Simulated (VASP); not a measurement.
# Si (Fd-3m) in VASP: a series of runs, part 2 of 2

VASP 6.6.1. Earlier steps stand in the parts before.

### Step 5. Single point, PBE (grid = ENCUT=250 dk=0.45 cell=2x2x2 ISMEAR=0 SIGMA=0.05 LREAL=Auto EDIFF=1e-06)

INCAR reads:

```
SYSTEM = Si
ALGO = Fast
EDIFF = 1E-6
ENCUT = 250
GGA = PE
ISIF = 2
ISMEAR = 0
LASPH = .True.
LCHARG = .False.
LREAL = Auto
LWAVE = .False.
NBANDS = 40
NELM = 120
PREC = Accurate
SIGMA = 0.05
```

KPOINTS reads:

```
k-points
0
Gamma
  3 3 3
  0 0 0
```

POSCAR reads:

```
Si
1.0
    0.0000000000      5.4437023730      5.4437023730
    5.4437023730      0.0000000000      5.4437023730
    5.4437023730      5.4437023730      0.0000000000
Si
16
Direct
    0.2500000000      0.2500000000      0.2500000000
    0.2500000000      0.2500000000      0.7500000000
    0.2500000000      0.7500000000      0.2500000000
    0.2500000000      0.7500000000      0.7500000000
    0.7500000000      0.2500000000      0.2500000000
    0.7500000000      0.2500000000      0.7500000000
    0.7500000000      0.7500000000      0.2500000000
    0.7500000000      0.7500000000      0.7500000000
    0.3750000000      0.3750000000      0.3750000000
    0.3750000000      0.3750000000      0.8750000000
    0.3750000000      0.8750000000      0.3750000000
    0.3750000000      0.8750000000      0.8750000000
    0.8750000000      0.3750000000      0.3750000000
    0.8750000000      0.3750000000      0.8750000000
    0.8750000000      0.8750000000      0.3750000000
    0.8750000000      0.8750000000      0.8750000000
```

Potentials or basis: VASP PAW PBE potentials, release 64 (Si).

Run with:

```console
cat potpaw_PBE.64/Si/POTCAR > POTCAR
mpirun -np 1 vasp_std > vasp.out
```

OUTCAR:

```text
SYSTEM = Si
   EDIFF = 1E-6
   ENCUT = 250
   GGA = PE
   ISIF = 2
   ISMEAR = 0
   LASPH = .True.
   LREAL = Auto
   NELM = 120
   PREC = Accurate

 Found      4 irreducible k-points:

 Following reciprocal coordinates:
            Coordinates               Weight
  0.000000  0.000000  0.000000      1.000000
  0.333333  0.000000  0.000000      8.000000
  0.333333  0.333333  0.000000      6.000000
 -0.333333  0.333333  0.000000     12.000000
   k-points           NKPTS =      4   k-points in BZ     NKDIM =      4   number of bands    NBANDS=     40
   number of dos      NEDOS =    301   number of ions     NIONS =     16
   total plane-waves  NPLWV =  64000
   dimension x,y,z NGX =    40 NGY =   40 NGZ =   40
   dimension x,y,z NGXF=    80 NGYF=   80 NGZF=   80
   ions per type =              16
   NGX,Y,Z   is equivalent  to a cutoff of   8.64,  8.64,  8.64 a.u.
   NGXF,Y,Z  is equivalent  to a cutoff of  17.28, 17.28, 17.28 a.u.
 SYSTEM =  Si
   PREC   = accura    normal or accurate (medium, high low for compatibility)
   ISTART =      0    job   : 0-new  1-cont  2-samecut
   ICHARG =      2    charge: 1-file 2-atom 10-const
   ISPIN  =      1    spin polarized calculation?
   LNONCOLLINEAR =      F non collinear calculations
[... 63 lines left out ...]
      1      -6.1484      2.00000
      2      -3.8348      2.00000
      3      -3.8348      2.00000
      4      -3.8348      2.00000
      5      -3.8348      2.00000
      6      -2.0283      2.00000
[... 161 lines left out ...]
     39       9.1405      0.00000
     40       9.2538      0.00000

------------------------ aborting loop because EDIFF is reached ----------------------------------------

  FORCE on cell =-STRESS in cart. coord.  units (eV):
  Direction    XX          YY          ZZ          XY          YZ          ZX
  --------------------------------------------------------------------------------------
  -------------------------------------------------------------------------------------
  Total        2.2874750      2.2874750      2.2874750      0.0000000      0.0000000      0.0000000
  in kB       11.3593589     11.3593589     11.3593589      0.0000000      0.0000000      0.0000000
  external PRESSURE =      11.3593589 kB  Pullay stress =       0.0000000 kB

 VOLUME and BASIS-vectors are now :
 -----------------------------------------------------------------------------
  energy-cutoff  :      250.00
  volume of cell :      322.64
      direct lattice vectors                 reciprocal lattice vectors
     0.000000000  5.443702373  5.443702373    -0.091849254  0.091849254  0.091849254
     5.443702373  0.000000000  5.443702373     0.091849254 -0.091849254  0.091849254
     5.443702373  5.443702373  0.000000000     0.091849254  0.091849254 -0.091849254

 POSITION                                       TOTAL-FORCE (eV/Angst)
 -----------------------------------------------------------------------------------
      2.72185      2.72185      2.72185         0.000000      0.000000      0.000000
      5.44370      5.44370      2.72185         0.000000      0.000000      0.000000
      5.44370      2.72185      5.44370         0.000000      0.000000      0.000000
      8.16555      5.44370      5.44370         0.000000      0.000000      0.000000
      2.72185      5.44370      5.44370         0.000000      0.000000      0.000000
      5.44370      8.16555      5.44370         0.000000      0.000000      0.000000
[... 8 lines left out ...]
      6.80463      6.80463      9.52648        -0.000000     -0.000000     -0.000000
      9.52648      9.52648      9.52648        -0.000000     -0.000000     -0.000000
 -----------------------------------------------------------------------------------
    total drift:                                0.000000     -0.000000     -0.000000

  FREE ENERGIE OF THE ION-ELECTRON SYSTEM (eV)
  ---------------------------------------------------
  free  energy   TOTEN  =       -86.4310141586 eV

  energy  without entropy=      -86.4310141586  energy(sigma->0) =      -86.43101416
```

OSZICAR:

```text
N       E                     dE             d eps       ncg     rms          rms(c)
DAV:   1     0.101391558665E+03    0.10139E+03   -0.15984E+04   320   0.736E+02
DAV:   2    -0.780951206315E+02   -0.17949E+03   -0.16963E+03   408   0.145E+02
DAV:   3    -0.876512437777E+02   -0.95561E+01   -0.93940E+01   408   0.324E+01
DAV:   4    -0.878547741650E+02   -0.20353E+00   -0.20283E+00   392   0.548E+00
DAV:   5    -0.878613316658E+02   -0.65575E-02   -0.65547E-02   392   0.835E-01    0.150E+01
RMM:   6    -0.868664181657E+02    0.99491E+00   -0.52136E-01   323   0.231E+00    0.913E+00
RMM:   7    -0.864092276448E+02    0.45719E+00   -0.13841E+00   339   0.391E+00    0.472E-01
RMM:   8    -0.864261413864E+02   -0.16914E-01   -0.13536E-01   348   0.141E+00    0.253E-01
RMM:   9    -0.864301746981E+02   -0.40333E-02   -0.32806E-02   362   0.632E-01    0.248E-01
RMM:  10    -0.864307298857E+02   -0.55519E-03   -0.51533E-03   371   0.284E-01    0.168E-01
RMM:  11    -0.864309651244E+02   -0.23524E-03   -0.22077E-03   356   0.186E-01    0.103E-01
RMM:  12    -0.864309984721E+02   -0.33348E-04   -0.35781E-04   370   0.851E-02    0.649E-02
RMM:  13    -0.864310111909E+02   -0.12719E-04   -0.11939E-04   388   0.399E-02    0.762E-02
RMM:  14    -0.864310148047E+02   -0.36139E-05   -0.20417E-05   342   0.192E-02    0.770E-02
RMM:  15    -0.864310141586E+02    0.64619E-06   -0.67770E-06   320   0.112E-02
   1 F= -.86431014E+02 E0= -.86431014E+02  d E =-.197466E-12
```

It took 29 s on 1 thread of Intel Xeon Platinum 8375C at 2.90GHz (Ice Lake), shared host; peak memory 0.22 GiB.

These settings aren't checked as converged: the numbers below hold their error.

What came out:

| Quantity | Value |
| --- | --- |
| Free energy | -86.4310 eV |
| Band gap on the k mesh | 0.73 eV |

Caveat: the cutoff is under 1.25 times the usual one of these potentials, so pressure, stress and relaxed cells hold a basis-set (Pulay) error; an odd mesh through Γ misses points on the zone boundary, where band edges often lie.

### Step 6. The reference run

An earlier run on the cell as given: functional PBE; potentials or basis VASP PAW PBE potentials, release 64 (Si); cutoff 520 eV; k mesh 8 × 8 × 8; occupations fermi-dirac, width 0.05 eV; no spin polarisation.

- Pressure: 1.3 GPa
- Band gap on the k mesh: 0.63 eV, indirect (least direct gap 2.56 eV)
